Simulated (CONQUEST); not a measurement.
# CdTe (F-43m) in CONQUEST: notebook

One crystal, CdTe, is run at these levels: LDA; tasks: equation of state.

Everything below comes from runs of CONQUEST 1.3. Logs are shortened: lines on timing, memory, paths and dates and some standing lists are left out, and cuts for length are marked.

**What was measured.**

“Multiscale insight into the Cd1-xZnxTe vibrational-mechanical properties -- High-pressure experiments and ab initio calculations”, 2023, arxiv:2306.14539 quotes, for a powder of CdTe: bulk modulus 42 ± 2 GPa.

How close the calculation comes is told below.

## 1. The structure

Symmetry: F-43m, No. 216, cubic system. Conventional cell: a = 6.410 Å, b = 6.410 Å, c = 6.410 Å, α = 90.00°, β = 90.00°, γ = 90.00°. Around Te (site symmetry -43m) lie 4 Cd at 2.78 Å. Around Cd (site symmetry -43m) lie 4 Te at 2.78 Å.

## 2. Equation of state, LDA, 30.95 Å³/atom (volume scaled by 0.94)

The input, Conquest_input:

```
IO.Title CdTe
IO.Coordinates coords.dat
IO.FractionalAtomicCoords T
IO.Iprint 2
IO.Iprint_init 1
General.NumberOfSpecies 2
General.PseudopotentialType hamann
AtomMove.TypeOfRun static
AtomMove.FullStress T
Grid.PointsAlongX 48
Grid.PointsAlongY 48
Grid.PointsAlongZ 60
DM.SolutionMethod diagon
Diag.MPMesh T
Diag.GammaCentred T
Diag.MPMeshX 6
Diag.MPMeshY 6
Diag.MPMeshZ 4
Diag.kT 0.00183747
minE.SCTolerance 1e-6
SC.MaxIters 100
IO.AtomChargeOutput T
%block ChemicalSpeciesLabel
1 127.600 Te
2 112.410 Cd
%endblock
```

The input, coords.dat:

```
    8.3904357584     0.0000000000     0.0000000000
    0.0000000000     8.3904357584     0.0000000000
    0.0000000000     0.0000000000    11.8658680448
4
  0.0000000000   0.5000000000   0.2500000000 1 T T T
  0.5000000000   0.0000000000   0.7500000000 1 T T T
  0.0000000000   0.0000000000   0.0000000000 2 T T T
  0.5000000000   0.5000000000   0.5000000000 2 T T T
```

Potentials or basis: PseudoDojo NC LDA, DZP, grid of 48 × 48 × 60 points.

The run is started by

```sh
$ Conquest
```

The program printed:

```text
Simulation cell dimensions:     8.3904 a0 x     8.3904 a0 x    11.8659 a0

      Atomic coordinates (a0)
         Atom         X         Y         Z  Species
            1    0.0000    4.1952    2.9665        1
            2    4.1952    0.0000    8.8994        1
            3    0.0000    0.0000    0.0000        2
            4    4.1952    4.1952    5.9329        2

         Monkhorst-Pack mesh:   6 x   6 x   4 gamma-centred
        This calculation includes non-local pseudopotentials,
         with a maximum core radius of      6.86982683

    Job title: CdTe
    Job to be run: static calculation

    Ground state search:
      Support functions represented with PAO basis
      1:1 PAO to SF mapping
      Non-spin-polarised electrons
      Solving for the K matrix using diagonalisation
      Using Fermi-Dirac smearing

    Integration grid size:     48 x   48 x   60

    Integration grid spacing:  0.175 a0 x 0.175 a0 x 0.198 a0

    Number of species:  2
    --------------------------------------------------------
    |   #  mass (au)  Charge (e)  SF Rad (a0)  NSF  Label  |
    --------------------------------------------------------
    |   1    127.600      16.000        7.120   18  Te     |
    |   2    112.410      20.000        7.120   19  Cd     |
    --------------------------------------------------------
          SCF tolerance:                 0.00000100
          SCF iterations:               100

    LibXC version:  6. 2. 2
    Using the LDA functional Slater exchange
    Using the LDA functional Perdew & Wang

           radial cut-off to be used is taken to be max PAO cut-off radius for this species:    6.869827

           greatest ang. mom. for making density from PAOs:  2

           radial cut-off to be used is taken to be max PAO cut-off radius for this species:    6.764938

           greatest ang. mom. for making density from PAOs:  2
    Minimum blocs/proc is     2160. Maximum blocs/proc is     2160
    set_atom_dens: In set_atomic_density, electrons :      72.000000000000
 matrix_size & matrix_size_padH =           74          74

    Screened ion int: energy:    -446.298854592929 Ha

    new_SC_potl: Starting.  Tolerance:  0.10000E-05

    PulayMixSC: Starting Pulay mixing, A_up =  0.500 A_dn =  0.500
    PulayMixSC: Spin non-polarised calculation.
          Harris-Foulkes Energy            :      -559.859596593372316 Ha
          (TS=0 as O(N) or entropic contribution is negligible)
          DFT Total Energy                 :      -559.818188872655469 Ha
          Total number of electrons        :        72.000000000001180
    PulayMixSC: Pulay iteration     1 residual:              0.10844E-02
          Harris-Foulkes Energy            :      -559.840792698252244 Ha
          GroundState Energy (E-(1/2)TS)   :      -559.840792706511024 Ha
          Free Energy (E-TS)               :      -559.840792714769805 Ha
          DFT Total Energy                 :      -559.839189905748071 Ha
          Total number of electrons        :        72.000033924228475
    PulayMixSC: Pulay iteration     2 residual:              0.42013E-03
          Harris-Foulkes Energy            :      -559.839916208794421 Ha
          (TS=0 as O(N) or entropic contribution is negligible)
          DFT Total Energy                 :      -559.839738895564665 Ha
          Total number of electrons        :        72.000049700333847
    PulayMixSC: Pulay iteration     3 residual:              0.18779E-03
          Harris-Foulkes Energy            :      -559.839762068744221 Ha
          GroundState Energy (E-(1/2)TS)   :      -559.839762076251986 Ha
          Free Energy (E-TS)               :      -559.839762083759638 Ha
          DFT Total Energy                 :      -559.839760192136055 Ha
          Total number of electrons        :        72.000066497092533
    PulayMixSC: Pulay iteration     4 residual:              0.17785E-04
          Harris-Foulkes Energy            :      -559.839760667509836 Ha
          GroundState Energy (E-(1/2)TS)   :      -559.839760674920058 Ha
          Free Energy (E-TS)               :      -559.839760682330166 Ha
          DFT Total Energy                 :      -559.839760559131491 Ha
          Total number of electrons        :        72.000067915302580
    PulayMixSC: Pulay iteration     5 residual:              0.47150E-05
          Harris-Foulkes Energy            :      -559.839760577857305 Ha
          GroundState Energy (E-(1/2)TS)   :      -559.839760585213867 Ha
          Free Energy (E-TS)               :      -559.839760592570428 Ha
          DFT Total Energy                 :      -559.839760576588105 Ha
          Total number of electrons        :        72.000068478588460
    PulayMixSC: Pulay iteration     6 residual:              0.33914E-06
    PulayMixSC: Reached SCF tolerance of  0.33914E-06 after      6 iterations
      | Number of electrons      =        72.000068
      |* band energy as 2Tr[K.H] =       -91.082150372743229 Ha
      |  screened ion-ion energy =      -446.298854592929274 Ha
      |  Ha correction           =         2.049109094774186 Ha
      |  XC correction           =       -24.507869095008491 Ha
      | GS Energy as E-(1/2)TS   =      -559.839760585213867 Ha
      | Free Energy as E-TS      =      -559.839760592570428 Ha
      |* Harris-Foulkes energy   =      -559.839760577857305 Ha
      |* DFT total energy        =      -559.839760576588105 Ha
      |  estimated accuracy      =        -0.000000001269200 Ha

    force: Forces on atoms (Ha/a0)
    force:  Atom   X              Y              Z
    force:     1  -0.0000000000   0.0000000000  -0.0000000000
    force:     2   0.0000000000  -0.0000000000  -0.0000000000
    force:     3  -0.0000000000  -0.0000000000   0.0000000000
    force:     4  -0.0000000000   0.0000000000  -0.0000000000

    force: Maximum force :        0.00000000(Ha/a0) on atom         1 in z direction
    force: Force Residual:        0.00000000 Ha/a0
    force: Total stress:         -4.20950730     0.00000000     0.00000000 GPa
                            -0.00000000    -4.20950730     0.00000000
                             0.00000000     0.00000000    -4.16677186
    force: Average pressure:      4.19526216 GPa

    force: Finished force
    get_E_and_F: Change in energy during last step of electronic optimisation:  0.89653E-07

    BIBLIOGRAPHY: Please consider citing the following references in the conquest.bib file

    CONQUEST:         Bowler2002pt, Miyazaki2004, Nakata2020
    Basis:            Bowler2019
    DM:               Bowler:2006xr
    Pseudopotentials: Hamann2013, Bowler2019
    XC references from LibXC:
      P. A. M. Dirac.,  Math. Proc. Cambridge Philos. Soc. 26, 376 (1930)
```

Wall time 34 s (1 thread of Intel Xeon Platinum 8488C (Sapphire Rapids), shared host); peak memory 0.73 GiB.

What came out:

| Property | Result |
| --- | --- |
| Free energy | -15234.0160 eV |
| Pressure | 4.2 GPa |
| Band gap on the k mesh | 1.04 eV |
| Mulliken charges | Te -0.16; Cd +0.16 e |

Caveat: Mulliken charges move with the basis; spin-orbit coupling is left out, which moves the levels of the heavy elements; the basis of atomic orbitals isn't converged, which shifts pressures, moduli and gaps.

## 3. Equation of state, LDA, 31.60 Å³/atom (volume scaled by 0.96)

Conquest_input is that of step 2.

The input, coords.dat:

```
    8.4495252809     0.0000000000     0.0000000000
    0.0000000000     8.4495252809     0.0000000000
    0.0000000000     0.0000000000    11.9494332490
4
  0.0000000000   0.5000000000   0.2500000000 1 T T T
  0.5000000000   0.0000000000   0.7500000000 1 T T T
  0.0000000000   0.0000000000   0.0000000000 2 T T T
  0.5000000000   0.5000000000   0.5000000000 2 T T T
```

Potentials or basis: PseudoDojo NC LDA, DZP, grid of 48 × 48 × 60 points.

The run is started by

```sh
$ Conquest
```

It took 33 s on 1 thread of Intel Xeon Platinum 8488C (Sapphire Rapids), shared host; peak memory 0.71 GiB.

The run converged. Its results:

```
Free energy            : -15234.0740 eV
Pressure               : 2.8 GPa
Band gap on the k mesh : 0.97 eV
Mulliken charges       : Te -0.17; Cd +0.17 e
```

Caveat: Mulliken charges move with the basis; spin-orbit coupling is left out, which moves the levels of the heavy elements; the basis of atomic orbitals isn't converged, which shifts pressures, moduli and gaps.

## 4. Equation of state, LDA, 32.26 Å³/atom (volume scaled by 0.98)

Conquest_input is that of step 3.

The input, coords.dat:

```
    8.5077997106     0.0000000000     0.0000000000
    0.0000000000     8.5077997106     0.0000000000
    0.0000000000     0.0000000000    12.0318457377
4
  0.0000000000   0.5000000000   0.2500000000 1 T T T
  0.5000000000   0.0000000000   0.7500000000 1 T T T
  0.0000000000   0.0000000000   0.0000000000 2 T T T
  0.5000000000   0.5000000000   0.5000000000 2 T T T
```

The run is started by

```sh
$ Conquest
```

Run time: 33 s. Hardware: 1 thread of Intel Xeon Platinum 8488C (Sapphire Rapids), shared host; peak memory 0.71 GiB.

It converged, with:

- Free energy: -15234.1107 eV
- Pressure: 1.7 GPa
- Band gap on the k mesh: 0.89 eV
- Mulliken charges: Te -0.18; Cd +0.18 e

Caveat: Mulliken charges move with the basis; spin-orbit coupling is left out, which moves the levels of the heavy elements; the basis of atomic orbitals isn't converged, which shifts pressures, moduli and gaps.

## 5. Equation of state, LDA, 32.92 Å³/atom

Conquest_input is that of step 4.

The input, coords.dat:

```
    8.5652865876     0.0000000000     0.0000000000
    0.0000000000     8.5652865876     0.0000000000
    0.0000000000     0.0000000000    12.1131444589
4
  0.0000000000   0.5000000000   0.2500000000 1 T T T
  0.5000000000   0.0000000000   0.7500000000 1 T T T
  0.0000000000   0.0000000000   0.0000000000 2 T T T
  0.5000000000   0.5000000000   0.5000000000 2 T T T
```

The run is started by

```sh
$ Conquest
```

Wall time 33 s (1 thread of Intel Xeon Platinum 8488C (Sapphire Rapids), shared host); peak memory 0.71 GiB.

Results (log left out):

```
Free energy            : -15234.1303 eV
Pressure               : 0.7 GPa
Band gap on the k mesh : 0.82 eV
Mulliken charges       : Te -0.19; Cd +0.19 e
```

Caveat: Mulliken charges move with the basis; spin-orbit coupling is left out, which moves the levels of the heavy elements; the basis of atomic orbitals isn't converged, which shifts pressures, moduli and gaps.

## 6. Equation of state, LDA, 33.58 Å³/atom (volume scaled by 1.02)

Conquest_input is that of step 5.

The input, coords.dat:

```
    8.6220119929     0.0000000000     0.0000000000
    0.0000000000     8.6220119929     0.0000000000
    0.0000000000     0.0000000000    12.1933662965
4
  0.0000000000   0.5000000000   0.2500000000 1 T T T
  0.5000000000   0.0000000000   0.7500000000 1 T T T
  0.0000000000   0.0000000000   0.0000000000 2 T T T
  0.5000000000   0.5000000000   0.5000000000 2 T T T
```

Potentials or basis: PseudoDojo NC LDA, DZP, grid of 48 × 48 × 60 points.

The run is started by

```sh
$ Conquest
```

It took 32 s on 1 thread of Intel Xeon Platinum 8488C (Sapphire Rapids), shared host; peak memory 0.68 GiB.

Results (log left out):

```
Free energy            : -15234.1343 eV
Pressure               : -0.2 GPa
Band gap on the k mesh : 0.75 eV
Mulliken charges       : Te -0.19; Cd +0.19 e
```

Caveat: Mulliken charges move with the basis; spin-orbit coupling is left out, which moves the levels of the heavy elements; the basis of atomic orbitals isn't converged, which shifts pressures, moduli and gaps.

## 7. Equation of state, LDA, 34.24 Å³/atom (volume scaled by 1.04)

Conquest_input is that of step 6.

The input, coords.dat:

```
    8.6780006527     0.0000000000     0.0000000000
    0.0000000000     8.6780006527     0.0000000000
    0.0000000000     0.0000000000    12.2725462183
4
  0.0000000000   0.5000000000   0.2500000000 1 T T T
  0.5000000000   0.0000000000   0.7500000000 1 T T T
  0.0000000000   0.0000000000   0.0000000000 2 T T T
  0.5000000000   0.5000000000   0.5000000000 2 T T T
```

The run is started by

```sh
$ Conquest
```

Run time: 32 s. Hardware: 1 thread of Intel Xeon Platinum 8488C (Sapphire Rapids), shared host; peak memory 0.68 GiB.

Results (log left out):

```yaml
Free_energy: -15234.1228 eV
Pressure: -1.1 GPa
Band_gap_on_the_k_mesh: 0.68 eV
Mulliken_charges: Te -0.20; Cd +0.20 e
```

Caveat: Mulliken charges move with the basis; spin-orbit coupling is left out, which moves the levels of the heavy elements; the basis of atomic orbitals isn't converged, which shifts pressures, moduli and gaps.

## 8. Equation of state, LDA, 34.90 Å³/atom (volume scaled by 1.06)

Conquest_input is that of step 7.

The input, coords.dat:

```
    8.7332760325     0.0000000000     0.0000000000
    0.0000000000     8.7332760325     0.0000000000
    0.0000000000     0.0000000000    12.3507174100
4
  0.0000000000   0.5000000000   0.2500000000 1 T T T
  0.5000000000   0.0000000000   0.7500000000 1 T T T
  0.0000000000   0.0000000000   0.0000000000 2 T T T
  0.5000000000   0.5000000000   0.5000000000 2 T T T
```

The run is started by

```sh
$ Conquest
```

Wall time 32 s (1 thread of Intel Xeon Platinum 8488C (Sapphire Rapids), shared host); peak memory 0.66 GiB.

Results (log left out):

- Free energy: -15234.0990 eV
- Pressure: -1.8 GPa
- Band gap on the k mesh: 0.62 eV
- Mulliken charges: Te -0.21; Cd +0.21 e

Caveat: Mulliken charges move with the basis; spin-orbit coupling is left out, which moves the levels of the heavy elements; the basis of atomic orbitals isn't converged, which shifts pressures, moduli and gaps.

## 9. Equation of state, LDA

Potentials or basis: PseudoDojo NC LDA, DZP, grid of 48 × 48 × 60 points.

This step only gathers the single runs of the series.

What came out:

* Equilibrium volume: 33.40 Å³/atom
* Bulk modulus: 46 GPa
* Pressure derivative of the bulk modulus: 4.6 (rough: it moves with the points fitted)

Energy against volume, from the lowest point:
```tsv
volume (Å³/atom)	energy (meV/atom)
30.947	29.58
31.605	15.06
32.263	5.89
32.922	1.00
33.580	0.00
34.239	2.87
34.897	8.82
```

Caveat: the DZP basis gives volumes some 2 % larger than converged bases do, and moduli off by several per cent; the basis of atomic orbitals isn't converged, which shifts pressures, moduli and gaps.

## 10. How close it comes

Step 9. A measured bulk modulus of CdTe is 42 GPa (powder; quoted in “Multiscale insight into the Cd1-xZnxTe vibrational-mechanical properties -- High-pressure experiments and ab initio calculations”, 2023, arxiv:2306.14539); the calculated 46 GPa misses it by +8.9 %. The fit is for a static lattice scaled at fixed shape and fixed fractional positions.
